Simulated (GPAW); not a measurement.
Here is a GPAW 26.7.0 calculation.

File run.py:

```python
from ase.dft.bandgap import bandgap
from ase.io import read, write
from ase.units import GPa
from gpaw import GPAW, PW

atoms = read('POSCAR')
atoms.set_initial_magnetic_moments([2.0, 0.0])

calc = GPAW(mode=PW(800),
            xc='PBE',
            kpts={'size': (11, 11, 11), 'gamma': True},
            occupations={'name': 'methfessel-paxton', 'order': 0, 'width': 0.018000000000000002},
            nbands=17,
            convergence={'density': 1e-05, 'energy': 1e-05},
            maxiter=150,
            txt='gpaw.txt')
atoms.calc = calc
energy = atoms.get_potential_energy()
forces = atoms.get_forces()
stress = atoms.get_stress()
calc.write('gs.gpw')
write('result.traj', atoms)
print(f'Energy: {energy:.6f} eV')
print('Forces (eV/A):')
print(forces.round(4))
print('Stress (GPa):', (stress / GPa).round(3))
print('Moments:', calc.get_magnetic_moments().round(3))
print('Fermi level:', round(calc.get_fermi_level(), 4), 'eV')
print(f'Gap: {bandgap(calc)[0]:.4f} eV, direct: {bandgap(calc, direct=True)[0]:.4f} eV')
```

Contents of POSCAR:

```
CoO
1.0
    0.0000000000      2.1315000000      2.1315000000
    2.1315000000      0.0000000000      2.1315000000
    2.1315000000      2.1315000000      0.0000000000
Co O
1 1
Direct
    0.0000000000      0.0000000000      0.0000000000
    0.5000000000      0.5000000000      0.5000000000
```

Potentials or basis: GPAW PAW data sets (gpaw-data 1.2.1), pw.

Run with:

```bash
$ OMP_NUM_THREADS=1 python run.py
```

Question: Predict the pressure.

Answer: -1.0 GPa.

Question: Estimate the band gap on the k mesh.

Answer: None (metal or under the smearing width).

Caveat: a cell with one magnetic atom can't hold antiferromagnetic order, which such compounds often take; semilocal functionals often make such compounds metallic where correlation or magnetic order opens a gap, which also shifts bond lengths. With open d or f shells a metallic result of PBE can be an artefact of self-interaction; +U or a hybrid may open a gap.
